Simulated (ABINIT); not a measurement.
CoO:

```
CELL_PARAMETERS angstrom
0.00000 2.13150 2.13150
2.13150 0.00000 2.13150
2.13150 2.13150 0.00000
ATOMIC_POSITIONS crystal
Co 0.00000 0.00000 0.00000
O 0.50000 0.50000 0.50000
```

```yaml
Program: ABINIT 10.8.3 (patched build)
Task: relaxation of cell and atoms
Functional: PBEsol
Potentials_or_basis: JTH PAW PBE v2.0
Cutoff: 707 eV
k_mesh: 8 × 8 × 8
Occupations: fermi-dirac, width 0.05 eV
Spin: collinear spin, ferromagnetic start
Starting_moments: "[2.0, 0.0] μB"
```

At the start: pressure -10.8 GPa; volume 9.68 Å³/atom.

**Question.** Where does the relaxation end?

**Answer.** Over 5 steps the energy falls by 21.6 meV/atom and the volume is 9.09 Å³/atom (-6.1 %); space group Fm-3m (No. 225, to 0.05 Å); moment 2.81 μB per cell.

Step by step:
```tsv
step	energy change (eV)	largest force (eV/Å)	pressure (GPa)	volume (Å³)
1	0.0000	0.0000	-10.83	19.37
2	-0.0331	0.0000	-5.63	18.73
3	-0.0429	0.0000	0.88	18.11
4	-0.0431	0.0000	-0.02	18.19
5	-0.0431	0.0000	0.00	18.19
```

Final structure:
```
Co O
1.0
     0.00000    2.08720    2.08720
     2.08720    0.00000    2.08720
     2.08720    2.08720    0.00000
Co O
1 1
Direct
  0.00000 0.00000 0.00000
  0.50000 0.50000 0.50000
```

Caveat: the PAW data sets were made with another functional, which shifts forces and pressure a little; a cell with one magnetic atom can't hold antiferromagnetic order, which such compounds often take.
